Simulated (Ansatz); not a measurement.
# Al2O3: the cost of one run

Method: DFT PBE, scalar-relativistic, plane waves, PAW, in Ansatz 0.2.0.

## Step 1: The starting structure

The cell holds 25 atoms (Al10O15): a = 6.571 Å, b = 6.600 Å, c = 6.295 Å, α = 90.12°, β = 90.25°, γ = 89.62°.

10 Al, 15 O were thrown into a skewed cell at random, at 1.05 times a reference volume of the solid, and pushed apart as soft spheres.

Its coordinates follow in the input file.

## Step 2: Stage at 3000 K

The cutoff is lowered while the worst contacts of the packing are taken out. One k point, a Fermi-Dirac width of 0.259 eV and a fixed cell.

input.yaml

```yaml
crystal:
  lattice:
    - [6.571224, 0.021815, -0.013868]
    - [0.021815, 6.59968, -0.006876]
    - [-0.013868, -0.006876, 6.295072]
  atoms:
    - { symbol: Al, position: [0.0688508185, 0.1785149093, 0.7360386988] }
    - { symbol: Al, position: [0.679452344, 0.9943210928, 0.5181388769] }
    - { symbol: Al, position: [0.9050492472, 0.7876210862, 0.8574173913] }
    - { symbol: Al, position: [0.9243084322, 0.5093419366, 0.5296276527] }
    - { symbol: Al, position: [0.5348250178, 0.4152114508, 0.3202468571] }
    - { symbol: Al, position: [0.1203916852, 0.9609377435, 0.3894402832] }
    - { symbol: Al, position: [0.5757084126, 0.4896934723, 0.7503796415] }
    - { symbol: Al, position: [0.0963710288, 0.5061588801, 0.071161633] }
    - { symbol: Al, position: [0.3694881063, 0.8412463158, 0.8352352677] }
    - { symbol: Al, position: [0.8291333299, 0.2191825045, 0.1100836109] }
    - { symbol: O, position: [0.5154721767, 0.1081366365, 0.2171404199] }
    - { symbol: O, position: [0.3403311994, 0.0412794231, 0.58290845] }
    - { symbol: O, position: [0.6430032735, 0.817089625, 0.9193287867] }
    - { symbol: O, position: [0.2630485432, 0.1706780417, 0.9332981372] }
    - { symbol: O, position: [0.69072844, 0.1801479603, 0.7407791016] }
    - { symbol: O, position: [0.0198429077, 0.6389959411, 0.3035156227] }
    - { symbol: O, position: [0.335432976, 0.5870125677, 0.93282906] }
    - { symbol: O, position: [0.8461698953, 0.269413367, 0.4099212778] }
    - { symbol: O, position: [0.1686469013, 0.4407384373, 0.6297141204] }
    - { symbol: O, position: [0.2422397707, 0.3508570096, 0.2671436826] }
    - { symbol: O, position: [0.8862551637, 0.9652526856, 0.1980429546] }
    - { symbol: O, position: [0.41873657, 0.7571926959, 0.2816099739] }
    - { symbol: O, position: [0.7259188004, 0.4685676522, 0.0809130053] }
    - { symbol: O, position: [0.984956398, 0.9415051218, 0.6342558807] }
    - { symbol: O, position: [0.7167002033, 0.7029260424, 0.561687973] }
  symmetry: { detect: false }
basis:
  ecutwfc: 320
  xc_grid: 1
kpoints:
  mp_grid: { grid: [1, 1, 1], shift: [0.0, 0.0, 0.0] }
hamiltonian:
  xc: pbe
scf:
  occupations: { method: fermi_dirac, width: 0.2585 }
  lower_state_search: "off"
  convergence: { dr2_threshold: 1.0e-05 }
output:
  forces: true
  stress: true
md:
  timestep: 2.0
  n_steps: 24
  ensemble: nvt_langevin
  friction: 0.03
  temperature: 3000.0
  initial_velocities: maxwell_boltzmann
  seed: 92345
```

On the command line:

```
$ ansatz run input.yaml --threads 2 --pin off --max-ram 5120MiB --backend cpu --events-out ev --progress --plain --runs-dir out
```

**Question.** How long does this run take on 2 threads of Arm Neoverse V1, shared host, and how much memory does it need?

About 19 s, with a peak of 0.34 GiB.
